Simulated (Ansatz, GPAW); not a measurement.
## One calculation of Pb, 3 ways

```xyz
1
Lattice="0.0000 2.4750 2.4750 2.4750 0.0000 2.4750 2.4750 2.4750 0.0000" Properties=species:S:1:pos:R:3 pbc="T T T"
Pb    0.0000    0.0000    0.0000
```

Alike in all runs: task single point; functional PBE; k mesh 9 × 9 × 9; occupations gaussian, width 0.016 eV; no spin polarisation; no spin-orbit coupling. Pressure is positive in compression and, in plane waves, holds the error of the finite cutoff, which Ansatz's Pulay term estimates and takes out.

| program and potentials | plane-wave cutoff (eV) | notes | pressure (GPa) |
| --- | --- | --- | --- |
| Ansatz, Ansatz PAW | 420 | Pulay term of +0.02 GPa included | 2.25 |
| GPAW, GPAW PAW data sets (gpaw-data 1.2.1) | 600 | - | 2.00 |
| Ansatz, all-electron LAPW, scalar-relativistic | - | - | 2.26 |

The pressure spans 2.00 (GPAW, GPAW PAW data sets (gpaw-data 1.2.1)) to 2.26 GPa (Ansatz, all-electron LAPW, scalar-relativistic), with all-electron results at 2.26.

The functional is the same throughout but for its coding, so the spread measures potentials, basis and numerics; runs on potential files found faulty are left out.
